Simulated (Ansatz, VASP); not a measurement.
## Ga in VASP and in Ansatz

INCAR

```
SYSTEM = Ga
  PREC = Accurate
  ENCUT = 520
  EDIFF = 1E-6
  ISMEAR = -1
  SIGMA = 0.1
  LREAL = .False.
  LASPH = .True.
  NELM = 100
  ALGO = Normal
  ISIF = 2
  LWAVE = .False.
  LCHARG = .True.
  GGA = CA
  LELF = .True.
  LVHAR = .True.
  NBANDS = 12
```

File KPOINTS:

```
regular mesh
0
Gamma
  13 13 13
  0 0 0
```

Contents of POSCAR:

```
Ga
1.0
    2.6593978950      0.0000000000      0.0000000000
    0.0000000000      2.6593978950      0.0000000000
    0.0000000000      0.0000000000      2.6593978950
Ga
1
Direct
    0.0000000000      0.0000000000      0.0000000000
```

Input for Ansatz:

```yaml
crystal:
  lattice:
    - [2.659397895, 0.0, 0.0]
    - [0.0, 2.659397895, 0.0]
    - [0.0, 0.0, 2.659397895]
  atoms:
    - { symbol: Ga, position: [0.0, 0.0, 0.0] }
hamiltonian:
  xc: lda
  pseudopotentials:
    kind: paw
    azcp:
      Ga: "pseudopotentials/Ga.paw.azcp"
basis:
  ecutwfc: 420
  fft_grid_basis: typed
kpoints:
  mp_grid: { grid: [13, 13, 13], shift: [0, 0, 0] }
magnetization:
  spin_polarized: false
scf:
  occupations: { method: fermi_dirac, width: 0.1 }
  lower_state_search: "off"
output:
  stress: true
  write_density: true
  write_potential: true
  elf: true
  volumetric_format: npy
```

Alike in both runs: task single point; functional LDA; k mesh 13 × 13 × 13; occupations fermi-dirac, width 0.1 eV; no spin polarisation.

```csv
,VASP,Ansatz
version,VASP 6.6.1,Ansatz 0.2.0
potentials or method,"VASP PAW LDA potentials, release 64 (Ga_d)","plane waves (420 eV) with PAW, scalar-relativistic"
plane-wave cutoff (eV),520,420
valence electrons in the cell,13,13
```

```tsv
	VASP	Ansatz	Ansatz less VASP
pressure (GPa)	-2.2	-2.1	+0.10
```

Ansatz warned: «pseudo_functional_mismatch».
